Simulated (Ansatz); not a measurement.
# In2Se2 bilayer (AA') in a perpendicular field, part 2 of 2

Aim: how the In2Se2 bilayer (AA') screens a field along its normal, and what the field does to its bands. A positive field points along +c.

Ansatz 0.2.0; plane-wave DFT, PBE-D3(BJ), Ansatz PAW.

So far, gap along the path (eV): step 3 (atoms held, field 0, start network) 1.08; step 9 (field -0.2 V/Å) 1.05; step 10 (field 0.3 V/Å) 1.02; step 11 (field -0.3 V/Å) 1.02; step 12 (field 0.4 V/Å) 0.977.

### Step 13. Single point, field -0.4 V/Å

The input, input.yaml:

```yaml
crystal:
  lattice:
    - [4.0292789442, 0.0, 0.0]
    - [-2.0146394721, 3.4894579246, 0.0]
    - [0.0, 0.0, 31.779974748]
  atoms:
    - { symbol: Se, position: [0.3333333333, 0.6666666667, 0.2831972043] }
    - { symbol: In, position: [0.0, 0.0, 0.3238885628] }
    - { symbol: In, position: [0.0, 0.0, 0.4118096875] }
    - { symbol: Se, position: [0.3333333333, 0.6666666667, 0.4523734767] }
    - { symbol: Se, position: [0.0, 0.0, 0.5476265233] }
    - { symbol: In, position: [0.3333333333, 0.6666666667, 0.5881903125] }
    - { symbol: In, position: [0.3333333333, 0.6666666667, 0.6761114372] }
    - { symbol: Se, position: [0.0, 0.0, 0.7168027957] }
kpoints:
  mp_grid: { grid: [12, 12, 1] }
  band_path:
    path: [[0, 0, 0], [0.5, 0, 0], [0.33333333, 0.33333333, 0], [0, 0, 0]]
    npoints: 16
hamiltonian:
  xc: pbe
  dispersion: d3bj
scf:
  occupations: { method: fermi_dirac, width: 0.02585 }
  convergence: { dr2_threshold: 1.0e-10 }
efield:
  axis: 3
  dipole_correction: true
  ramp_position: 0.9339
  ramp_width: 0.1322
  amplitude: -0.4
output:
  write_potential: true
  write_density: true
  volumetric_format: npy
```

On the command line:

```console
ansatz run input.yaml --threads 4 --pin off --max-ram 8192MiB --backend cpu --events-out ev --progress --plain --runs-dir out
```

Wall time 25 s (4 threads of Intel Xeon Platinum 8488C (Sapphire Rapids), shared host); peak memory 1.6 GiB.

The dipole is -0.456 e·Å, and the gap 0.977 eV.

### Step 14. Response, atoms held

This step: plane-wave DFT, PBE-D3(BJ), Ansatz PAW; response to a field along the normal, atoms held (Ansatz 0.2.0).

The dipoles give the slope, and the difference of two potentials shows where the field is screened.

This step gave:

| Quantity | Value |
| --- | --- |
| equivalent conductor thickness p/(ε₀AE) | 14.65 Å |
| distance between the outer atoms | 13.78 Å |

The dipole of the cell by applied field:

| applied field (V/Å) | dipole of the cell (e·Å) |
| --- | --- |
| -0.400 | -0.456 |
| -0.300 | -0.342 |
| -0.200 | -0.228 |
| -0.100 | -0.114 |
| -0.050 | -0.0569 |
| 0.000 | 5.0e-7 |
| 0.050 | 0.0569 |
| 0.100 | 0.114 |
| 0.200 | 0.228 |
| 0.300 | 0.342 |
| 0.400 | 0.456 |

Local field over the applied field, running mean. From the potentials at -0.05 and 0.05 V/Å; running mean over 2.8 Å. Table of local field over applied field by z:

z (Å), local field over applied field and a bar:
```
        5      0.995 ##############################
        6      0.958 #############################
        7      0.784 #######################
        8      0.471 #############
        9      0.175 ####
       10      0.068 
       11      0.070 
       12      0.085 #
       13      0.059 
       14      0.091 #
       15      0.209 #####
       16      0.255 ######
       17      0.181 ####
       18      0.077 #
       19      0.060 
       20      0.090 #
       21      0.064 
       22      0.078 #
       23      0.228 #####
       24      0.543 ###############
       25      0.840 #########################
       26      0.972 #############################
       27      0.997 ##############################
```

Electrons, planar mean, per unit field. The induced electron density by z:

z (Å), induced electron density (e/Å³ per V/Å) and a bar from the least value:
```
      4.5    0.00001 ##############
      5.0    0.00002 ###############
      5.5    0.00006 ###############
      6.0    0.00017 ###############
      6.5    0.00045 ################
      7.0    0.00114 ####################
      7.5    0.00245 #########################
      8.0    0.00348 ##############################
      8.5    0.00201 #######################
      9.0    0.00077 ##################
      9.5    0.00050 #################
     10.0   -0.00054 ############
     10.5   -0.00090 ##########
     11.0    0.00048 #################
     11.5    0.00045 ################
     12.0   -0.00060 ############
     12.5   -0.00013 ##############
     13.0    0.00094 ###################
     13.5    0.00021 ###############
     14.0   -0.00036 #############
     14.5   -0.00084 ###########
     15.0   -0.00182 ######
     15.5   -0.00159 #######
     16.0    0.00050 #################
     16.5    0.00204 ########################
     17.0    0.00133 ####################
     17.5    0.00051 #################
     18.0    0.00021 ###############
     18.5   -0.00067 ###########
     19.0   -0.00063 ############
     19.5    0.00061 #################
     20.0    0.00019 ###############
     20.5   -0.00073 ###########
     21.0    0.00016 ###############
     21.5    0.00107 ###################
     22.0   -0.00003 ##############
     22.5   -0.00057 ############
     23.0   -0.00117 #########
     23.5   -0.00293 #
     24.0   -0.00324 
     24.5   -0.00180 ######
     25.0   -0.00077 ###########
     25.5   -0.00029 #############
     26.0   -0.00011 ##############
     26.5   -0.00004 ##############
     27.0   -0.00001 ##############
     27.5    0.00000 ##############
```

The smaller of the gaps on the path and on the k-mesh, counted as 0 under 0.03 eV. Table of gap by applied field:

| applied field (V/Å) | gap (eV) |
| --- | --- |
| -0.400 | 0.977 |
| -0.300 | 1.02 |
| -0.200 | 1.05 |
| -0.100 | 1.07 |
| -0.050 | 1.08 |
| 0.000 | 1.08 |
| 0.050 | 1.08 |
| 0.100 | 1.07 |
| 0.200 | 1.05 |
| 0.300 | 1.02 |
| 0.400 | 0.977 |

By hand: between -0.05 and 0.05 V/Å the dipole changes by 0.1139 e·Å, a slope of 1.139 e·Å²/V. A perfect conductor of thickness t has p = ε₀AEt, so t = 180.95 × 1.139 / 14.060 = 14.65 Å (e/ε₀ = 180.95 V·Å, A in Å²).

The induced dipole is that of a conductor 14.65 Å thick.

### Step 15. Outcome

* gap without field: 1.08 eV
* ionisation energy, upper face: 5.66 eV
* electron affinity, upper face: 4.58 eV
* equivalent conductor thickness, atoms held: 14.7 Å

What this shows: The induced dipole equals that of a perfect conductor 14.65 Å thick, while the outer atoms lie 13.78 Å apart; an out-of-plane ε follows only once a thickness t is chosen, by 1 − 1/ε = 14.65 Å / t. The gap goes from 1.08 eV to 0.98 eV at -0.4 V/Å. With the field reversed the gap is 0.98 eV at 0.4 V/Å. Semilocal functionals give gaps that are too small, and excitons are not included. Spin-orbit coupling is left out, which matters for the bands of elements this heavy.

[Logs are printed without paths, hosts, clocks, repeated set-up lines and the standing remarks that a program may print on its own settings, such as how far it seeks lower states.]

[Hosts, paths, dates, database ids (printed as entryN), source tags and the programs' standing remarks are cut or masked in the printed files.]

[Maps of the electrostatic potential energy from Ansatz leave out the sawtooth potential of an applied field or a dipole correction, so their vacuum need not be flat; planar profiles and work functions include it.]
